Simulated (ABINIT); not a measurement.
# Quasiparticle gap of GaN (P6_3mc) in ABINIT, part 2 of 3

Aim: the G0W0 gap of GaN (P6_3mc) on PBE, step by step.

ABINIT 10.8.3; PBE and many-body steps on it, plane waves. Known limits of the many-body steps: not at the basis limit; no spin-orbit coupling.

So far. Step 2 (Ground state): The gap is direct, at Γ.

The database entry behind the starting cell differs from later determinations by our own check (about 0.3 % short, ideal inner coordinate), so it need not match the best structure at ambient conditions.

### 3. Bands along the symmetry lines

Level of this step: DFT, PBE, plane waves, norm-conserving pseudopotentials (ABINIT).

Levels along a band path, at the cheap level, show where the edges lie and whether the meshes to come will hold them.

File run.abi:

```
acell 3*1.0 Angstrom
rprim 
  3.179999999980 0.000000000005 0.000000000000
  -1.589999999994 2.753960784015 0.000000000000
  0.000000000000 0.000000000000 5.166000000000
ntypat 2
znucl 31 7
natom 4
typat 1 1 2 2
xred 
  0.333333333333 0.666666666667 0.000000000000
  0.666666666667 0.333333333333 0.500000000000
  0.333333333333 0.666666666667 0.375000000000
  0.666666666667 0.333333333333 0.875000000000
pp_dirpath "pseudos"
pseudos "Ga.upf, N.upf"
ecut 45
iscf -2
irdden 1
kptopt 0
nkpt 75
kpt 
  0.00000000 0.00000000 0.00000000
  0.06250000 0.00000000 0.00000000
  0.12500000 0.00000000 0.00000000
  0.18750000 0.00000000 0.00000000
  0.25000000 0.00000000 0.00000000
  0.31250000 0.00000000 0.00000000
  0.37500000 0.00000000 0.00000000
  0.43750000 0.00000000 0.00000000
  0.50000000 0.00000000 0.00000000
  0.47916667 0.04166667 0.00000000
  0.45833333 0.08333333 0.00000000
  0.43750000 0.12500000 0.00000000
  0.41666666 0.16666666 0.00000000
  0.39583333 0.20833333 0.00000000
  0.37500000 0.25000000 0.00000000
  0.35416666 0.29166666 0.00000000
  0.33333333 0.33333333 0.00000000
  0.29166666 0.29166666 0.00000000
  0.25000000 0.25000000 0.00000000
  0.20833333 0.20833333 0.00000000
  0.16666666 0.16666666 0.00000000
  0.12500000 0.12500000 0.00000000
  0.08333333 0.08333333 0.00000000
  0.04166667 0.04166667 0.00000000
  0.00000000 0.00000000 0.00000000
  0.00000000 0.00000000 0.06250000
  0.00000000 0.00000000 0.12500000
  0.00000000 0.00000000 0.18750000
  0.00000000 0.00000000 0.25000000
  0.00000000 0.00000000 0.31250000
  0.00000000 0.00000000 0.37500000
  0.00000000 0.00000000 0.43750000
  0.00000000 0.00000000 0.50000000
  0.06250000 0.00000000 0.50000000
  0.12500000 0.00000000 0.50000000
  0.18750000 0.00000000 0.50000000
  0.25000000 0.00000000 0.50000000
  0.31250000 0.00000000 0.50000000
  0.37500000 0.00000000 0.50000000
  0.43750000 0.00000000 0.50000000
  0.50000000 0.00000000 0.50000000
  0.47916667 0.04166667 0.50000000
  0.45833333 0.08333333 0.50000000
  0.43750000 0.12500000 0.50000000
  0.41666666 0.16666666 0.50000000
  0.39583333 0.20833333 0.50000000
  0.37500000 0.25000000 0.50000000
  0.35416666 0.29166666 0.50000000
  0.33333333 0.33333333 0.50000000
  0.29166666 0.29166666 0.50000000
  0.25000000 0.25000000 0.50000000
  0.20833333 0.20833333 0.50000000
  0.16666666 0.16666666 0.50000000
  0.12500000 0.12500000 0.50000000
  0.08333333 0.08333333 0.50000000
  0.04166667 0.04166667 0.50000000
  0.00000000 0.00000000 0.50000000
  0.50000000 0.00000000 0.50000000
  0.50000000 0.00000000 0.43750000
  0.50000000 0.00000000 0.37500000
  0.50000000 0.00000000 0.31250000
  0.50000000 0.00000000 0.25000000
  0.50000000 0.00000000 0.18750000
  0.50000000 0.00000000 0.12500000
  0.50000000 0.00000000 0.06250000
  0.50000000 -0.00000000 0.00000000
  0.33333333 0.33333333 0.50000000
  0.33333333 0.33333333 0.43750000
  0.33333333 0.33333333 0.37500000
  0.33333333 0.33333333 0.31250000
  0.33333333 0.33333333 0.25000000
  0.33333333 0.33333333 0.18750000
  0.33333333 0.33333333 0.12500000
  0.33333333 0.33333333 0.06250000
  0.33333333 0.33333333 0.00000000
istwfk *1
nband 33
nbdbuf 2
tolwfr 1e-08
nstep 40
prtwf 0
prtvol 0
indata_prefix "in"
outdata_prefix "out"
tmpdata_prefix "tmp"
```

Command:

```bash
$ OMP_NUM_THREADS=1 mpirun -n 4 abinit run.abi > log
```

Numbers of over 12 decimals in the logs are rounded to 6 here.

Log:

```text
.Version 10.8.3 of ABINIT. v10.8.2 released Aug 2026.

 Symmetries : space group P6_3 m c (#186); Bravais hP (primitive hexag.)
[... echo of the input left out ...]
== DATASET  1 ==================================================================
-   mpi_nproc: 4, omp_nthreads: 1 (-1 if OMP is not activated)

--- !DatasetInfo
iteration_state: {dtset: 1, }
dimensions: {natom: 4, nkpt: 75, mband: 33, nsppol: 1, nspinor: 1, nspden: 1, mpw: 4434, }
cutoff_energies: {ecut:  45.0, pawecutdg:  -1.0, }
electrons: {nelect:   5.20000000E+01, charge:   0.00000000E+00, occopt:   1.00000000E+00, tsmear:   1.00000000E-02, }

 Real(R)+Recip(G) space primitive vectors, cartesian coordinates (Bohr,Bohr^-1):
 R(1)=  6.0093291  0.0000000  0.0000000  G(1)=  0.1664079  0.0960757  0.0000000
 R(2)= -3.0046645  5.2042316  0.0000000  G(2)=  0.0000000  0.1921513  0.0000000
 R(3)=  0.0000000  0.0000000  9.7623252  G(3)=  0.0000000  0.0000000  0.1024346
 Unit cell volume ucvol=  3.0530638E+02 bohr^3
 Angles (23,13,12)=  9.00000000E+01  9.00000000E+01  1.20000000E+02 degrees

 getcut: wavevector=  0.0000  0.0000  0.0000  ngfft=  40  40  60
         ecut(hartree)=     45.000   => boxcut(ratio)=   2.03529

--- Pseudopotential description ------------------------------------------------
- Ga Generated using ONCVPSP code by D. R. Hamann
- 31.00000  21.00000  171031                  znucl, zion, pspdat
12 -101130 2 -1 1902                          pspcod,pspxc,lmax,lloc,mmax
     nproj     2     2     2
  pspatm : epsatm=   21.85474337
         --- l  ekb(1:nproj) -->
             0    4.962806   -1.220223
             1   -5.679278   -1.350476
             2  -10.596651   -3.839775
 pspatm: atomic psp has been read  and splines computed

- N Generated using ONCVPSP code by D. R. Hamann
-  7.00000   5.00000  171031                  znucl, zion, pspdat
12 -101130 1 -1 1058                          pspcod,pspxc,lmax,lloc,mmax
     nproj     2     2     0
  pspatm : epsatm=    5.20977870
         --- l  ekb(1:nproj) -->
[...]
pspatm: atomic psp has been read  and splines computed

--------------------------------------------------------------------------------

================================================================================
 prteigrs : about to open file out_EIG
 Non-SCF case, kpt    1 (  0.00000  0.00000  0.00000), residuals and eigenvalues=
  7.26E-09  4.94E-09  6.34E-09  1.82E-09  6.01E-09  4.34E-09  4.20E-09  2.02E-09
  6.10E-09  3.39E-09  8.59E-09  7.05E-09  8.07E-09  5.05E-09  7.98E-09  9.91E-09
  7.86E-09  5.16E-09  8.89E-09  4.14E-09  5.24E-09  4.88E-09  7.62E-09  9.58E-09
[...]
7.94E-09
 -4.9708E+00 -4.9708E+00 -3.1581E+00 -3.1580E+00 -3.1580E+00 -3.1580E+00
 -3.1580E+00 -3.1579E+00 -3.3112E-01 -2.9782E-01 -2.4001E-01 -2.3911E-01
 -2.3911E-01 -2.3703E-01 -2.3703E-01 -2.3002E-01 -2.3002E-01 -2.2652E-01
[...]
3.92E-06
[...]
Non-SCF case, kpt   74 (  0.33333  0.33333  0.06250), residuals and eigenvalues=
[...]
Non-SCF case, kpt   75 (  0.33333  0.33333  0.00000), residuals and eigenvalues=
[...]
-1.6326E-01 -1.6326E-01  6.1931E-02  6.1931E-02  6.2753E-02  1.4698E-01
  1.4698E-01  1.5893E-01  4.4809E-01  5.4829E-01  5.4829E-01  5.6881E-01
[...]
--- !ResultsGS
iteration_state: {dtset: 1, }
comment   : Summary of ground state results
lattice_vectors:
- [  6.0093291,   0.0000000,   0.0000000, ]
- [ -3.0046645,   5.2042316,   0.0000000, ]
- [  0.0000000,   0.0000000,   9.7623252, ]
lattice_lengths: [   6.00933,    6.00933,    9.76233, ]
lattice_angles: [ 90.000,  90.000, 120.000, ] # degrees, (23, 13, 12)
lattice_volume:   3.0530638E+02
convergence: {deltae:  0.000E+00, res2:  0.000E+00, residm:  9.994E-09, diffor:  0.000E+00, }
etotal    :  -5.17436413E+02
entropy   :   0.00000000E+00
fermie    :   2.58513345E-01
cartesian_stress_tensor: null
pressure_GPa: null
xred      :
- [  3.3333E-01,   6.6667E-01,   1.1102E-16, Ga]
- [  6.6667E-01,   3.3333E-01,   5.0000E-01, Ga]
- [  3.3333E-01,   6.6667E-01,   3.7500E-01,  N]
- [  6.6667E-01,   3.3333E-01,   8.7500E-01,  N]
cartesian_forces: null
force_length_stats: {min: null, max: null, mean: null, }

 Integrated electronic density in atomic spheres:
 ------------------------------------------------
 Atom  Sphere_radius  Integrated_density
[...]
================================================================================

 ----iterations are completed or convergence reached----

 Mean square residual over all n,k,spin=   51.421E-10; max=  99.940E-10
 reduced coordinates (array xred) for    4 atoms
[...]
0.333333333333      0.666666666667      0.375000000000
       0.666666666667      0.333333333333      0.875000000000

 cartesian coordinates (angstrom) at end:
    1     -2.67e-12     1.835974     0.000000
    2      1.590000     0.917987     2.583000
    3     -2.67e-12     1.835974     1.937250
    4      1.590000     0.917987     4.520250
 length scales=  1.889726125908  1.889726125908  1.889726125908 bohr
              =  1.000000000000  1.000000000000  1.000000000000 angstroms
 prteigrs : about to open file out_EIG
 Eigenvalues (hartree) for nkpt=  75  k points:
 kpt#   1, nband= 33, wtk=  1.00000, kpt=  0.0000  0.0000  0.0000 (reduced coord)
[...]
kpt#   2, nband= 33, wtk=  1.00000, kpt=  0.0625  0.0000  0.0000 (reduced coord)
[...]
kpt#   3, nband= 33, wtk=  1.00000, kpt=  0.1250  0.0000  0.0000 (reduced coord)
[...]
kpt#  74, nband= 33, wtk=  1.00000, kpt=  0.3333  0.3333  0.0625 (reduced coord)
[...]
0.72902
 kpt#  75, nband= 33, wtk=  1.00000, kpt=  0.3333  0.3333  0.0000 (reduced coord)
[...]
-0.22908   -0.22739   -0.16326   -0.16326    0.06193    0.06193    0.06275    0.14698
   0.14698    0.15893    0.44809    0.54829    0.54829    0.56881    0.62397    0.62397
   0.72500

== END DATASET(S) ==============================================================
================================================================================

 -outvars: echo values of variables after computation  --------
            nband          33
             nkpt          75
          spgroup         186
 [... the other variables as echoed above ...]

 Calculation completed.
```

It took 52 s on 4 MPI ranks of Arm Neoverse V1, shared host; peak memory 0.43 GiB; 3.5 min of CPU time.

Numbers from this step:

```
gap                        : 1.995 eV
k of the valence top       : 0, 0, 0
k of the conduction bottom : 0, 0, 0
least direct gap           : 1.995 eV
```

The gap is 1.995 eV, as in the run before at this level.

Electronic bands along the path, in eV, zero at the top of the highest filled band:

| point | band 23 | band 24 | band 25 | band 26 | band 27 | band 28 | band 29 | band 30 |
| --- | --- | --- | --- | --- | --- | --- | --- | --- |
| Γ | -1.06 | -0.06 | 0.00 | 0.00 | 1.99 | 4.33 | 9.26 | 9.97 |
| halfway | -2.86 | -2.01 | -0.74 | -0.49 | 4.36 | 6.00 | 7.42 | 8.58 |
| M | -4.27 | -2.77 | -2.26 | -0.99 | 5.11 | 5.63 | 6.09 | 8.68 |
| halfway | -4.28 | -3.57 | -2.41 | -1.88 | 5.63 | 6.67 | 6.69 | 8.52 |
| K | -5.33 | -3.03 | -3.03 | -2.71 | 5.16 | 7.89 | 7.89 | 8.44 |
| halfway | -3.68 | -2.41 | -1.02 | -0.93 | 5.00 | 6.93 | 7.32 | 7.71 |
| Γ | -1.06 | -0.06 | 0.00 | 0.00 | 1.99 | 4.33 | 9.26 | 9.97 |
| halfway | -0.91 | -0.91 | -0.16 | -0.16 | 3.18 | 4.43 | 8.87 | 9.67 |
| A | -0.54 | -0.54 | -0.54 | -0.54 | 4.31 | 4.31 | 8.57 | 8.57 |
| halfway | -2.09 | -2.09 | -1.30 | -1.30 | 5.29 | 5.29 | 7.72 | 7.72 |
| L | -1.95 | -1.95 | -1.92 | -1.92 | 4.45 | 4.45 | 7.87 | 7.87 |
| halfway | -3.22 | -3.22 | -1.61 | -1.61 | 5.42 | 5.42 | 8.19 | 8.19 |
| H | -4.22 | -4.22 | -1.50 | -1.50 | 6.52 | 6.52 | 7.35 | 7.35 |
| halfway | -2.14 | -2.14 | -1.82 | -1.82 | 5.72 | 5.72 | 7.73 | 7.73 |
| A | -0.54 | -0.54 | -0.54 | -0.54 | 4.31 | 4.31 | 8.57 | 8.57 |
| jump to L | -1.95 | -1.95 | -1.92 | -1.92 | 4.45 | 4.45 | 7.87 | 7.87 |
| halfway | -3.33 | -2.55 | -1.72 | -1.29 | 4.36 | 5.14 | 7.63 | 7.92 |
| M | -4.27 | -2.77 | -2.26 | -0.99 | 5.11 | 5.63 | 6.09 | 8.68 |
| jump to H | -4.22 | -4.22 | -1.50 | -1.50 | 6.52 | 6.52 | 7.35 | 7.35 |
| halfway | -5.03 | -3.22 | -2.22 | -2.22 | 5.92 | 7.28 | 7.28 | 8.23 |
| K | -5.33 | -3.03 | -3.03 | -2.71 | 5.16 | 7.89 | 7.89 | 8.44 |

### 4. Empty states on the mesh, 6×6×4 mesh, 89 bands

The sums over transitions need many empty states on a uniform mesh; this step solves for them.

File run.abi:

```
acell 3*1.0 Angstrom
rprim 
  3.179999999980 0.000000000005 0.000000000000
  -1.589999999994 2.753960784015 0.000000000000
  0.000000000000 0.000000000000 5.166000000000
ntypat 2
znucl 31 7
natom 4
typat 1 1 2 2
xred 
  0.333333333333 0.666666666667 0.000000000000
  0.666666666667 0.333333333333 0.500000000000
  0.333333333333 0.666666666667 0.375000000000
  0.666666666667 0.333333333333 0.875000000000
pp_dirpath "pseudos"
pseudos "Ga.upf, N.upf"
ecut 45
ngkpt 6 6 4
nshiftk 1
shiftk 0 0 0
kptopt 1
chksymbreak 0
iscf -2
irdden 1
istwfk *1
nband 89
nbdbuf 8
tolwfr 1e-09
nstep 60
prtvol 0
indata_prefix "in"
outdata_prefix "out"
tmpdata_prefix "tmp"
```

Log:

```text
.Version 10.8.3 of ABINIT. v10.8.2 released Aug 2026.

 Symmetries : space group P6_3 m c (#186); Bravais hP (primitive hexag.)
[... echo of the input left out ...]
== DATASET  1 ==================================================================
-   mpi_nproc: 4, omp_nthreads: 1 (-1 if OMP is not activated)

--- !DatasetInfo
iteration_state: {dtset: 1, }
dimensions: {natom: 4, nkpt: 21, mband: 89, nsppol: 1, nspinor: 1, nspden: 1, mpw: 4428, }
cutoff_energies: {ecut:  45.0, pawecutdg:  -1.0, }
electrons: {nelect:   5.20000000E+01, charge:   0.00000000E+00, occopt:   1.00000000E+00, tsmear:   1.00000000E-02, }

 Real(R)+Recip(G) space primitive vectors, cartesian coordinates (Bohr,Bohr^-1):
 R(1)=  6.0093291  0.0000000  0.0000000  G(1)=  0.1664079  0.0960757  0.0000000
 R(2)= -3.0046645  5.2042316  0.0000000  G(2)=  0.0000000  0.1921513  0.0000000
 R(3)=  0.0000000  0.0000000  9.7623252  G(3)=  0.0000000  0.0000000  0.1024346
 Unit cell volume ucvol=  3.0530638E+02 bohr^3
 Angles (23,13,12)=  9.00000000E+01  9.00000000E+01  1.20000000E+02 degrees

 getcut: wavevector=  0.0000  0.0000  0.0000  ngfft=  40  40  60
         ecut(hartree)=     45.000   => boxcut(ratio)=   2.03529

--- Pseudopotential description ------------------------------------------------
- Ga Generated using ONCVPSP code by D. R. Hamann
- 31.00000  21.00000  171031                  znucl, zion, pspdat
12 -101130 2 -1 1902                          pspcod,pspxc,lmax,lloc,mmax
     nproj     2     2     2
  pspatm : epsatm=   21.85474337
         --- l  ekb(1:nproj) -->
             0    4.962806   -1.220223
             1   -5.679278   -1.350476
             2  -10.596651   -3.839775
 pspatm: atomic psp has been read  and splines computed

- N Generated using ONCVPSP code by D. R. Hamann
-  7.00000   5.00000  171031                  znucl, zion, pspdat
12 -101130 1 -1 1058                          pspcod,pspxc,lmax,lloc,mmax
     nproj     2     2     0
  pspatm : epsatm=    5.20977870
         --- l  ekb(1:nproj) -->
[...]
pspatm: atomic psp has been read  and splines computed

--------------------------------------------------------------------------------

================================================================================
 prteigrs : about to open file out_EIG
 Non-SCF case, kpt    1 (  0.00000  0.00000  0.00000), residuals and eigenvalues=
  6.66E-10  5.68E-10  6.16E-10  7.10E-10  3.97E-10  4.20E-10  5.91E-10  4.77E-10
  1.30E-10  9.22E-10  5.41E-10  7.33E-10  2.69E-10  1.31E-10  1.42E-10  5.03E-10
  3.75E-10  1.18E-10  8.72E-10  3.72E-10  2.39E-10  5.50E-10  6.70E-10  1.02E-10
[...]
1.05E-06
 -4.9708E+00 -4.9708E+00 -3.1581E+00 -3.1580E+00 -3.1580E+00 -3.1580E+00
 -3.1580E+00 -3.1579E+00 -3.3112E-01 -2.9782E-01 -2.4001E-01 -2.3911E-01
 -2.3911E-01 -2.3703E-01 -2.3703E-01 -2.3002E-01 -2.3002E-01 -2.2652E-01
[...]
2.3052E+00  2.3052E+00  2.3063E+00  2.3079E+00  2.3235E+00  2.3235E+00
  2.3675E+00  2.4149E+00  2.4149E+00  2.4480E+00  2.4627E+00  2.4627E+00
  2.5589E+00  2.5590E+00  2.5828E+00  2.5961E+00  2.6101E+00
 prteigrs : prtvol=0 or 1, do not print more k-points.

--- !ResultsGS
iteration_state: {dtset: 1, }
comment   : Summary of ground state results
lattice_vectors:
- [  6.0093291,   0.0000000,   0.0000000, ]
- [ -3.0046645,   5.2042316,   0.0000000, ]
- [  0.0000000,   0.0000000,   9.7623252, ]
lattice_lengths: [   6.00933,    6.00933,    9.76233, ]
lattice_angles: [ 90.000,  90.000, 120.000, ] # degrees, (23, 13, 12)
lattice_volume:   3.0530638E+02
convergence: {deltae:  0.000E+00, res2:  0.000E+00, residm:  9.988E-10, diffor:  0.000E+00, }
etotal    :  -5.17436413E+02
entropy   :   0.00000000E+00
fermie    :   2.58513345E-01
cartesian_stress_tensor: null
pressure_GPa: null
xred      :
- [  3.3333E-01,   6.6667E-01,   1.1102E-16, Ga]
- [  6.6667E-01,   3.3333E-01,   5.0000E-01, Ga]
- [  3.3333E-01,   6.6667E-01,   3.7500E-01,  N]
- [  6.6667E-01,   3.3333E-01,   8.7500E-01,  N]
cartesian_forces: null
force_length_stats: {min: null, max: null, mean: null, }

 Integrated electronic density in atomic spheres:
 ------------------------------------------------
 Atom  Sphere_radius  Integrated_density
[...]
================================================================================

 ----iterations are completed or convergence reached----

 Mean square residual over all n,k,spin=   46.778E-11; max=  99.879E-11
 reduced coordinates (array xred) for    4 atoms
[...]
0.333333333333      0.666666666667      0.375000000000
       0.666666666667      0.333333333333      0.875000000000

 cartesian coordinates (angstrom) at end:
    1     -2.67e-12     1.835974     0.000000
    2      1.590000     0.917987     2.583000
    3     -2.67e-12     1.835974     1.937250
    4      1.590000     0.917987     4.520250
 length scales=  1.889726125908  1.889726125908  1.889726125908 bohr
              =  1.000000000000  1.000000000000  1.000000000000 angstroms
 prteigrs : about to open file out_EIG
 Eigenvalues (hartree) for nkpt=  21  k points:
 kpt#   1, nband= 89, wtk=  0.00694, kpt=  0.0000  0.0000  0.0000 (reduced coord)
[...]
2.30522    2.30522    2.30628    2.30788    2.32349    2.32349    2.36754    2.41486
   2.41486    2.44799    2.46267    2.46267    2.55895    2.55904    2.58279    2.59611
   2.61009
 prteigrs : prtvol=0 or 1, do not print more k-points.

== END DATASET(S) ==============================================================
================================================================================

 -outvars: echo values of variables after computation  --------
            nband          89
             nkpt          21
          spgroup         186
 [... the other variables as echoed above ...]

 Calculation completed.
```

It took 53 s on 4 MPI ranks; peak memory 0.4 GiB.

This step gave:

```yaml
gap: 1.995 eV
k_of_the_valence_top: 0, 0, 0
k_of_the_conduction_bottom: 0, 0, 0
least_direct_gap: 1.995 eV
k_points_computed: 21
lowest_point_of_the_top_converged_band_above_the_valence_top: 56.2029 eV
```

On this mesh the gap is 1.995 eV.

(Part 2 of 3 ends here.)

[Paths, hosts, dates, memory and timing lines, banners, echoed tables and standing remarks are left out of the program output.]

[Logs are printed without paths, hosts, clocks, repeated set-up lines and the standing remarks that a program may print on its own settings, such as how far it seeks lower states.]

[Runs of the session that timed out or met a known fault of the program may be left out.]

[Hosts, paths, dates, database ids (printed as entryN), source tags and the programs' standing remarks are cut or masked in the printed files.]

[G0W0 gaps are taken among the corrected bands and points alone; a level outside them can change the order at an edge.]

[Where Ansatz stands beside ABINIT at settings called matched, ABINIT's density can come from a denser mesh and the files from another edition; pairs whose starting gaps differed by over 0.03 eV were left out, so agreement reads better than it is.]
